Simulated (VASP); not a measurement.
Set up this calculation in VASP 6.6.1, as the native input.

```
Task                   : single point
Functional             : PBE
Potentials or basis    : VASP PAW PBE potentials, release 64 (Pt)
Cutoff                 : 700 eV
k mesh                 : 14 × 14 × 14
Occupations            : gaussian, width 0.1 eV
Spin                   : no spin polarisation
Further INCAR settings : ALGO = Normal; EDIFF = 1e-07
```

The structure of Pt lies in POSCAR:

```
Pt
1.0
    0.0000000000      1.9609000000      1.9609000000
    1.9609000000      0.0000000000      1.9609000000
    1.9609000000      1.9609000000      0.0000000000
Pt
1
Direct
    0.0000000000      0.0000000000      0.0000000000
```

These files were run (other wordings do the same):

INCAR

```
SYSTEM = Pt
  PREC = Accurate
  ENCUT = 700
  EDIFF = 1E-7
  ISMEAR = 0
  SIGMA = 0.1
  LREAL = .False.
  LASPH = .True.
  NELM = 60
  ALGO = Normal
  ISIF = 2
  LWAVE = .False.
  LCHARG = .False.
  GGA = PE
```

KPOINTS

```
regular mesh
0
Gamma
  14 14 14
  0 0 0
```

Potentials or basis: VASP PAW PBE potentials, release 64 (Pt).

The run is started by

```sh
$ cat potpaw_PBE.64/Pt/POTCAR > POTCAR
$ mpirun -np 1 vasp_std > vasp.out
```

Results of the run:

```
Pressure               : 9.5 GPa
Band gap on the k mesh : none (metal or under the smearing width)
```

It used 13 s of CPU time on 1 thread of Intel(R) Xeon(R) Platinum 8559C (Emerald Rapids) (shared host), which was overloaded at the time.
